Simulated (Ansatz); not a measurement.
## BaTiO3 (Pm-3m): relaxing the cell for a phonon run

Task: relax BaTiO3 (Pm-3m) tightly.

Calculated with Ansatz 0.2.0; DFT PBEsol, scalar-relativistic, plane waves, PAW.

## 1. The starting structure

It takes space group Pm-3m (No. 221, cubic). Conventional cell: a = 4.006 Å, b = 4.006 Å, c = 4.006 Å, α = 90.00°, β = 90.00°, γ = 90.00°. Ba has 12 O at 2.83 Å nearest. Nearest to Ti lie 6 O at 2.00 Å. Nearest to O lie 2 Ti at 2.00 Å and 4 Ba at 2.83 Å. Farther neighbours and most contacts between anions are not listed.

As a file:

```cif
data_structure
_symmetry_space_group_name_H-M 'P 1'
_symmetry_Int_Tables_number 1
_cell_length_a 4.0060
_cell_length_b 4.0060
_cell_length_c 4.0060
_cell_angle_alpha 90.000
_cell_angle_beta 90.000
_cell_angle_gamma 90.000
_cell_volume 64.29
loop_
_atom_site_label
_atom_site_type_symbol
_atom_site_fract_x
_atom_site_fract_y
_atom_site_fract_z
_atom_site_occupancy
Ba1 Ba 0.50000 0.50000 0.50000 1
Ti2 Ti 0.00000 0.00000 0.00000 1
O3 O 0.50000 0.00000 0.00000 1
O4 O 0.00000 0.50000 0.00000 1
O5 O 0.00000 0.00000 0.50000 1
```

## 2. Probe on a coarse mesh

A quick single point on a coarse mesh tells whether the cell has a gap and how far it is from rest, which sets the k mesh and smearing that follow.

Input file input.yaml:

```yaml
crystal:
  lattice:
    - [4.006, 0.0, 0.0]
    - [0.0, 4.006, 0.0]
    - [0.0, 0.0, 4.006]
  atoms:
    - { symbol: Ba, position: [0.5, 0.5, 0.5] }
    - { symbol: Ti, position: [0.0, 0.0, 0.0] }
    - { symbol: O, position: [0.5, 0.0, 0.0] }
    - { symbol: O, position: [0.0, 0.5, 0.0] }
    - { symbol: O, position: [0.0, 0.0, 0.5] }
kpoints:
  mp_grid: { grid: [4, 4, 4] }
hamiltonian:
  xc: pbesol
scf:
  occupations: { method: gaussian, width: 0.1 }
output:
  forces: true
  stress: true
  eigenvalues: true
```

Run with:

```sh
> ansatz run input.yaml --threads 4 --pin off --max-ram 7168MiB --backend cpu --events-out ev --progress --plain --runs-dir out
```

Numbers of over 12 decimals in the logs are rounded to 6 here.

The program printed:

```text
Engine: ansatz 0.2.0, aarch64-unknown-linux-gnu
Pseudopotentials: kind: paw
Pseudopotential: Ba, paw, valence charge 10, recommended cutoff 420 eV (normal), Ba.paw.azcp
Pseudopotential: Ti, paw, valence charge 12, recommended cutoff 420 eV (normal), Ti.paw.azcp
Pseudopotential: O, paw, valence charge 6, recommended cutoff 420 eV (normal), O.paw.azcp
Functional definition: PBEsol
  exchange = pbesol_x
[...]
k-point 0: bands = [... 16 lower, 9.0017, 10.0184, 10.0184, 10.0184, 11.8685, 11.8685, 11.8685, 14.0922, ... 1 higher]
  k-point 1: bands = [... 16 lower, 8.5797, 8.9104, 9.6857, 9.6857, 11.9333, 12.8413, 12.8413, 14.0949, ... 1 higher]
  k-point 2: bands = [... 16 lower, 8.2909, 8.2909, 9.4446, 9.4446, 12.0009, 13.6309, 13.6309, 14.0973, ... 1 higher]
  k-point 9: bands = [... 16 lower, 7.7689, 10.1250, 10.1250, 10.1250, 14.3152, 14.3152, 14.3152, 16.8563, ... 1 higher]
[key lines of the parts left out:]
SCF converged after 6 iterations
Free energy (F): -10027.420293 eV
Fermi energy:    10.996831 eV
P = ⅓ Tr σ = -4.5664 GPa (-45.664 kbar)
```

Run time: 0.98 s. Hardware: 4 threads of Arm Neoverse N1, shared host; peak memory 0.34 GiB; 2.8 s of CPU time.

A gap read on the k-mesh alone can miss the band edges.

This step gave:

```
pressure           : -4.566 GPa
gap on the k-mesh  : 1.743 eV
volume per atom    : 12.86 Å³
direct gap on mesh : 1.850 eV
```

The coarse mesh shows a gap of 1.74 eV and a pressure of -4.6 GPa.

## 3. Bringing the structure to rest

Harmonic phonons are second derivatives at a point where the forces vanish, and they are wanted at zero stress, so atoms and cell are relaxed first.

input.yaml, the sections that differ from step 2:

```yaml
kpoints:
  mp_grid: { grid: [6, 6, 6] }
scf:
  occupations: { method: gaussian, width: 0.02 }
output:
  forces: true
  stress: true
  eigenvalues: true
  write_density: true
  write_potential: true
  elf: true
  volumetric_format: npy
relax:
  adjacent_minimum: "off"
  f_tol: 0.005
  max_steps: 80
  cell: { stress_tol: 0.05 }
# crystal, hamiltonian: as in step 2
```

The program printed:

```text
[...]
Crystal: 5 atoms, lattice volume = 64.288 Å³
Basis set: ecut = 420 eV, 1237 PW (Γ), exchange–correlation on 54×54×54 points (8 copies of the dense FFT grid, shifted against one another)
Bands: 25, of which v1, the nominal top of the filled ones, is band 20 counted from 1 (19 counted from 0)
Symmetry: 48 space group operations
[...]
k-points: 20 of 216
[...]
SCF iter   1: F=—  HF=-10027.471304 eV  |F-HF|=—  |Δ(HF+E_count)|=         —  Δρ=1.70e-2  dr2=1.62e-1  ethr=1.77e-3  ⟨swp⟩=6.3  Hψ=2513  notcnv=0
[...]
SCF iter   6: F=-10027.436897 eV  HF=-10027.436897 eV  |F-HF|=6.81e-9  |Δ(HF+E_count)|=   7.81e-8  Δρ=6.85e-6  dr2=2.44e-8  ethr=2.50e-10  ⟨swp⟩=13.8  Hψ=4170  notcnv=0
SCF 1 converged in 6 iterations: F = -10027.436897 eV  dr2 = 2.44e-8
  Residual-converged pass: ⟨swp⟩=1.0  Hψ=580  notcnv=0  max |occ|·‖R‖ = 7.1e-9 eV (tolerance 1.0e-8 eV)  dr2=2.44e-8  dr2_onsite=2.96e-9  max |Δocc| = 0.0e0
[...]
relax step   1: F+E_penalty+E_count = -10027.43689739 eV  Δ(F+E_penalty+E_count) = +0.000e0 eV  max|allowed force component| = 8.533e-30 eV/Å  Δτ_max = 0.0000 Å  P = -4.609 GPa  Ω = 64.288 Å³  (6 SCF iters, dr2 threshold 1.00e-7 eV, accepted)
Crystal: 5 atoms, lattice volume = 62.462 Å³
Basis set: ecut = 420 eV, 1213 PW (Γ), exchange–correlation on 54×54×54 points (8 copies of the dense FFT grid, shifted against one another)
[...]
iter 1 solved again at ethr=1.35e-5 eV; its pass at ethr=3.10e-3 eV (dr2=5.42e-3 eV) is discarded
[...]
SCF iter   6: F=-10027.468003 eV  HF=-10027.468003 eV  |F-HF|=6.37e-10  |Δ(HF+E_count)|=   1.36e-9  Δρ=1.67e-6  dr2=1.63e-9  ethr=8.11e-11  ⟨swp⟩=5.8  Hψ=3074  notcnv=0
SCF 2 converged in 6 iterations: F = -10027.468003 eV  dr2 = 1.63e-9
relax step   2: F+E_penalty+E_count = -10027.46800296 eV  Δ(F+E_penalty+E_count) = -3.111e-2 eV  max|allowed force component| = 1.473e-29 eV/Å  Δτ_max = 0.0000 Å  P = +0.465 GPa  Ω = 62.462 Å³  energy of the carried Pulay correction = +6.758e-3 eV  (6 SCF iters, dr2 threshold 5.00e-7 eV, accepted)
Crystal: 5 atoms, lattice volume = 62.625 Å³
[...]
SCF iter   6: F=-10027.467618 eV  HF=-10027.467618 eV  |F-HF|=0.00e0  |Δ(HF+E_count)|=  8.55e-11  Δρ=1.31e-7  dr2=8.04e-12  ethr=1.00e-12  ⟨swp⟩=4.8  Hψ=2751  notcnv=0
SCF 3 converged in 6 iterations: F = -10027.467618 eV  dr2 = 8.04e-12
relax step   3: F+E_penalty+E_count = -10027.46761779 eV  Δ(F+E_penalty+E_count) = +3.852e-4 eV  max|allowed force component| = 1.709e-29 eV/Å  Δτ_max = 0.0000 Å  P = -0.020 GPa  Ω = 62.625 Å³  energy of the carried Pulay correction = +6.147e-3 eV  (6 SCF iters, dr2 threshold 5.00e-7 eV, accepted)
[...]
relax step   4: F+E_penalty+E_count = -10027.46186955 eV  Δ(F+E_penalty+E_count) = +5.748e-3 eV  max|allowed force component| = 1.062e-29 eV/Å  Δτ_max = 0.0000 Å  P = -0.177 GPa  Ω = 62.625 Å³  stress off target by 1.77e-1 GPa  SCF on the basis re-selected at this cell (its energy is not comparable with the rows above)  (6 SCF iters)
[...]
relax step   5: F+E_penalty+E_count = -10027.46212892 eV  Δ(F+E_penalty+E_count) = -2.594e-4 eV  max|allowed force component| = 4.168e-29 eV/Å  Δτ_max = 0.0000 Å  P = -0.002 GPa  Ω = 62.565 Å³  energy of the carried Pulay correction = +2.262e-4 eV  (6 SCF iters, accepted)
[...]
SCF iter   8: F=-10027.461859 eV  HF=-10027.461859 eV  |F-HF|=0.00e0  |Δ(HF+E_count)|=    0.00e0  Δρ=7.11e-9  dr2=1.71e-14  ethr=1.00e-12  ⟨swp⟩=3.8  Hψ=1645  notcnv=0
SCF 6 converged in 8 iterations: F = -10027.461859 eV  dr2 = 1.71e-14
relax step   6: F+E_penalty+E_count = -10027.46185912 eV  Δ(F+E_penalty+E_count) = +2.698e-4 eV  max|allowed force component| = 1.104e-29 eV/Å  Δτ_max = 0.0000 Å  P = -0.006 GPa  Ω = 62.565 Å³  stress off target by 5.80e-3 GPa  SCF on the basis re-selected at this cell (its energy is not comparable with the rows above)  (8 SCF iters)
[...]
SCF converged after 8 iterations
Free energy (F): -10027.461859 eV
[...]
Internal energy: -10027.461859 eV  (E = F + TS)
E sigma→0 (E₀):  -10027.461859 eV
Fermi energy:    11.416676 eV
[...]
--- Stress (GPa, compression-positive) ---
       -0.005796      -0.000000      -0.000000
       -0.000000      -0.005796      -0.000000
        0.000000      -0.000000      -0.005796
  P = ⅓ Tr σ = -0.0058 GPa (-0.058 kbar)
--- Band table (eV; the first three rows and the last of 20) ---
  k-point 0: bands = [... 16 lower, 9.3390, 10.4317, 10.4317, 10.4317, 12.3243, 12.3243, 12.3243, 14.6876, ... 1 higher]
  k-point 1: bands = [... 16 lower, 9.1072, 9.7818, 10.2381, 10.2381, 12.3587, 12.8736, 12.8736, 14.6903, ... 1 higher]
  k-point 2: bands = [... 16 lower, 8.7332, 8.8939, 9.9527, 9.9527, 12.4298, 13.7658, 13.7658, 14.6937, ... 1 higher]
  k-point 19: bands = [... 16 lower, 8.1774, 10.5090, 10.5090, 10.5090, 14.8894, 14.8894, 14.8894, 17.3727, ... 1 higher]
--- Relaxed structure (4 steps of the walk, 4 accepted, 2 SCFs on fresh bases) ---
  F+E_penalty+E_count = -10027.46185912 eV   max|allowed force component| = 1.104e-29 eV/Å   (the final SCF, on the basis selected at the relaxed cell)
  cell:  # Å, volume = 62.5654 Å³
    - [3.969886, 0, 0]
    - [0, 3.969886, 0.0]
    - [0.0, 0.0, 3.969886]
  atoms:
    - { symbol: Ba, position: [0.500000, 0.500000, 0.500000] }
    - { symbol: Ti, position: [0, 0, 0] }
    - { symbol: O, position: [0.500000, 0, 0] }
    - { symbol: O, position: [0, 0.500000, 0] }
    - { symbol: O, position: [0, 0, 0.500000] }
```

Run time: 9.1 s. Hardware: 4 threads; peak memory 0.4 GiB; 30 s of CPU time.

Relaxation path:

```csv
step,energy less that of the first step (eV),largest force component (eV/Å),pressure (GPa),volume (Å³)
1,0.0000,0.0000,-4.61,64.29
2,-0.0311,0.0000,0.46,62.46
3,-0.0307,0.0000,-0.02,62.62
4*,-0.0250,0.0000,-0.18,62.62
5,-0.0252,0.0000,0.00,62.57
6*,-0.0250,0.0000,-0.01,62.57
```

Relaxation steps marked * repeat the geometry before them on a plane-wave basis chosen anew for their cell, so energy and pressure can jump there.

The run keeps the 48 symmetry operations that it works with, so distortions that break them were not tested.

```csv
"conventional cell, symmetrised",before,after,change
a (Å),4.006,3.970,-0.9 %
b (Å),4.006,3.970,-0.9 %
c (Å),4.006,3.970,-0.9 %
volume (Å³/atom),12.86,12.51,-2.7 %
```

The relaxed structure:

```xyz
5
Lattice="3.9699 0.0000 0.0000 0.0000 3.9699 0.0000 0.0000 0.0000 3.9699" Properties=species:S:1:pos:R:3 pbc="T T T"
Ba    1.9849    1.9849    1.9849
Ti    0.0000    0.0000    0.0000
O     1.9849    0.0000    0.0000
O     0.0000    1.9849    0.0000
O     0.0000    0.0000    1.9849
```

This step gave:

* pressure: -0.005796 GPa
* gap on the k-mesh: 1.815 eV
* volume per atom: 12.51 Å³
* direct gap on mesh: 1.893 eV

Valence density in the ac plane at fractional y = 1.000, with atoms of Ti and O within 0.2 Å of it. It is the smooth field of the valence electrons, not physical close to the nuclei.

Values in units of 1e0 e/Å³, 14 rows by 14 columns, each cell a mean:
```
8.7 6.7 2.6 0.7 0.8 2.3 4.8 5.9 4.2 1.6 0.7 1.0 3.9 7.4
4.9 3.4 1.2 0.4 0.5 1.2 2.2 2.8 2.0 0.9 0.4 0.5 1.8 3.9
1.3 0.9 0.4 0.2 0.2 0.4 0.6 0.8 0.6 0.3 0.2 0.2 0.5 1.0
0.8 0.6 0.3 0.2 0.1 0.2 0.2 0.2 0.2 0.2 0.1 0.2 0.4 0.7
2.0 1.4 0.6 0.3 0.1 0.1 0.1 0.1 0.1 0.1 0.2 0.3 0.9 1.6
5.2 3.6 1.3 0.4 0.2 0.1 0.1 0.0 0.1 0.1 0.2 0.6 2.0 4.2
7.1 5.2 1.9 0.5 0.2 0.1 0.0 0.0 0.0 0.1 0.2 0.8 2.8 5.9
5.9 4.2 1.5 0.5 0.2 0.1 0.0 0.0 0.1 0.1 0.2 0.6 2.2 4.8
2.9 2.0 0.8 0.3 0.1 0.1 0.1 0.1 0.1 0.1 0.2 0.4 1.2 2.3
1.0 0.8 0.4 0.2 0.1 0.1 0.2 0.2 0.2 0.1 0.1 0.2 0.5 0.8
0.9 0.6 0.3 0.2 0.2 0.3 0.5 0.5 0.4 0.3 0.2 0.2 0.4 0.7
3.4 2.3 0.8 0.3 0.4 0.8 1.5 1.9 1.3 0.6 0.3 0.4 1.2 2.6
8.0 6.0 2.3 0.6 0.8 2.0 4.2 5.2 3.6 1.4 0.6 0.9 3.4 6.7
9.7 8.0 3.4 0.9 1.0 2.9 5.9 7.1 5.2 2.0 0.8 1.3 4.9 8.7
```
Columns run along a (4.0 Å), rows up along c (4.0 Å). Atoms in or near the plane, at fractional coordinates: Ti at (0.00, 0.00), O at (0.50, 0.00), O at (0.00, 0.50).

ELF in the ac plane at fractional y = 1.000, with atoms of Ti and O within 0.2 Å of it. It is the smooth field of the valence electrons, not physical close to the nuclei.

Ten even steps from '0' (0.01) to '9' (0.81), each cell a mean:
```
36626986894375
77415999983157
43103689852013
44311245421234
99841001002589
79972000004898
47983000015996
68973000004898
99951000002699
66421133211356
32102578741012
76214999983146
46626987994376
04736964794473
```
Columns run along a (4.0 Å), rows up along c (4.0 Å). Atoms in or near the plane, at fractional coordinates: Ti at (0.00, 0.00), O at (0.50, 0.00), O at (0.00, 0.50).

Electrostatic potential energy in the ac plane at fractional y = 1.000, with atoms of Ti and O within 0.2 Å of it. With pseudopotentials it is smooth inside the atoms' cores, unlike the true potential.

Ten even steps from '_' (-35 eV) to '@' (15 eV), each cell a mean:
```
....--**%%==..__..**%%++::..
::::==##%%##==--++%%%%**--::
++++##%%@@@@@@@@@@@@@@%%**++
##%%%%@@@@@@@@@@@@@@@@@@%%%%
++**@@@@@@@@@@@@@@@@@@@@%%**
__::##@@@@@@@@@@@@@@@@@@++..
____++@@@@@@@@@@@@@@@@@@--__
__..**@@@@@@@@@@@@@@@@@@==..
--++%%@@@@@@@@@@@@@@@@@@##==
##%%@@@@@@@@@@@@@@@@@@@@%%%%
****%%@@@@@@@@@@@@@@@@%%##**
::--++%%@@%%**++##@@%%##==--
....--**%%++..__::**%%++::..
....::**##--______++##++::..
```
Columns run along a (4.0 Å; values clipped at the 3rd and 97th percentile), rows up along c (4.0 Å). Atoms in or near the plane, at fractional coordinates: Ti at (0.00, 0.00), O at (0.50, 0.00), O at (0.00, 0.50).

In this step the volume went from 12.86 to 12.51 Å³/atom.

## 4. Tight relaxation

Phonons need a cell at rest on their own settings, so the relaxation is repeated with tight tolerances on forces and stress, using the mesh and the filling of the phonon run that follows.

Input file input.yaml:

```yaml
crystal:
  lattice:
    - [3.9698861529, 0.0, 0.0]
    - [0.0, 3.9698861529, 0.0]
    - [0.0, 0.0, 3.9698861529]
  atoms:
    - { symbol: Ba, position: [0.5, 0.5, 0.5] }
    - { symbol: Ti, position: [0.0, 0.0, 0.0] }
    - { symbol: O, position: [0.5, 0.0, 0.0] }
    - { symbol: O, position: [0.0, 0.5, 0.0] }
    - { symbol: O, position: [0.0, 0.0, 0.5] }
kpoints:
  mp_grid: { grid: [8, 8, 8] }
hamiltonian:
  xc: pbesol
scf:
  occupations: { method: fixed }
output:
  forces: true
  stress: true
  eigenvalues: true
relax:
  adjacent_minimum: "off"
  f_tol: 0.001
  max_steps: 60
  cell: { stress_tol: 0.01 }
```

The program printed:

```text
[...]
Crystal: 5 atoms, lattice volume = 62.565 Å³
Basis set: ecut = 420 eV, 1237 PW (Γ), exchange–correlation on 54×54×54 points (8 copies of the dense FFT grid, shifted against one another)
Bands: 25, of which v1, the nominal top of the filled ones, is band 20 counted from 1 (19 counted from 0)
[... 1 set-up line as in the run before ...]
[...]
k-points: 35 of 512
[...]
--- Relaxed structure (1 steps of the walk, 1 accepted, 1 SCFs on fresh bases) ---
[...]
cell:  # Å, volume = 62.5654 Å³
    - [3.9698861529, 0.0, 0.0]
    - [0.0, 3.9698861529, 0.0]
    - [0.0, 0.0, 3.9698861529]
  atoms:
    - { symbol: Ba, position: [0.5, 0.5, 0.5] }
    - { symbol: Ti, position: [0.0, 0.0, 0.0] }
    - { symbol: O, position: [0.5, 0.0, 0.0] }
    - { symbol: O, position: [0.0, 0.5, 0.0] }
    - { symbol: O, position: [0.0, 0.0, 0.5] }
[key lines of the parts left out:]
SCF converged after 9 iterations
Free energy (F): -10027.462518 eV
Fermi energy:    10.508797 eV
P = ⅓ Tr σ = -0.0080 GPa (-0.080 kbar)
```

Elapsed: 4.4 s, on 4 threads; peak memory 0.41 GiB.

Little changed from the start: no atom moved by 0.005 Å and no cell edge by 0.1 %.

Numbers from this step:

* pressure: -0.008012 GPa
* gap on the k-mesh: 1.816 eV
* direct gap on mesh: 1.894 eV

The forces vanish by symmetry and the pressure is -0.008 GPa, within the tolerances set. The cell now holds 12.51 Å³/atom.

## 5. Outcome

| Item | Value |
| --- | --- |
| space group after relaxation (within 0.01 Å) | Pm-3m |
| lattice constant a | 3.970 Å |
| lattice constant b | 3.970 Å |
| lattice constant c | 3.970 Å |
| volume per atom | 12.5 Å³ |
| gap on the k-mesh | 1.82 eV |

In words: The forces vanish by symmetry and the pressure is -0.008 GPa, within the tolerances set. The cell now holds 12.51 Å³/atom. The relaxation keeps the symmetry of its start, so it says nothing on stability against lower symmetry. Spin-orbit coupling is left out, which can matter for the heavy elements here.

[Logs are printed without paths, hosts, clocks, repeated set-up lines and the standing remarks that a program may print on its own settings, such as how far it seeks lower states.]

[Hosts, paths, dates, database ids (printed as entryN), source tags and the programs' standing remarks are cut or masked in the printed files.]
